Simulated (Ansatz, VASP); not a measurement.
## Au in VASP and in Ansatz

The input INCAR:

```
PREC = Accurate
ENCUT = 520
EDIFF = 1E-6
ISMEAR = -1
SIGMA = 0.01
LREAL = False
LASPH = True
NELM = 100
ALGO = Normal
ISIF = 2
LWAVE = False
LCHARG = False
GGA = PE
NBANDS = 18
```

File KPOINTS:

```
Automatic mesh
0
Gamma
  14 14 8
```

File POSCAR:

```
Au
1.0
    2.8999984104      0.0000000000      0.0000000000
   -1.4499992052      2.5114722944      0.0000000000
    0.0000000000      0.0000000000      4.8800000000
Au
2
Direct
    0.3333333333      0.6666666667      0.7500000000
    0.6666666667      0.3333333333      0.2500000000
```

Input for Ansatz:

```yaml
crystal:
  lattice:
    - [2.8999984104, 0.0, 0.0]
    - [-1.4499992052, 2.5114722944, 0.0]
    - [0.0, 0.0, 4.88]
  atoms:
    - { symbol: Au, position: [0.3333333333, 0.6666666667, 0.75] }
    - { symbol: Au, position: [0.6666666667, 0.3333333333, 0.25] }
kpoints:
  mp_grid: { grid: [14, 14, 8] }
scf:
  occupations: { method: fermi_dirac, width: 0.01 }
hamiltonian:
  xc: pbe
  pseudopotentials: { kind: all_electron, lapw: { basis_error: 0.00025 } }
output:
  forces: true
  stress: true
  eigenvalues: true
```

Alike in both runs: task single point; functional PBE; k mesh 14 × 14 × 8; occupations fermi-dirac, width 0.01 eV; no spin polarisation.

|  | VASP | Ansatz |
| --- | --- | --- |
| version | VASP 6.6.1 | Ansatz 0.2.0 |
| potentials or method | VASP PAW PBE potentials, release 64 (Au) | all-electron LAPW, scalar-relativistic |
| plane-wave cutoff (eV) | 520 | see its input |

```csv
,VASP,Ansatz,Ansatz less VASP
pressure (GPa),1.8,2.0,+0.23
largest component of the traceless stress (GPa),0.57,0.54,-0.026
```

Ansatz ran all-electron here, so the differences hold the error of VASP's frozen core and of both bases.

The runs have no spin-orbit coupling, so splittings on Au are missing.
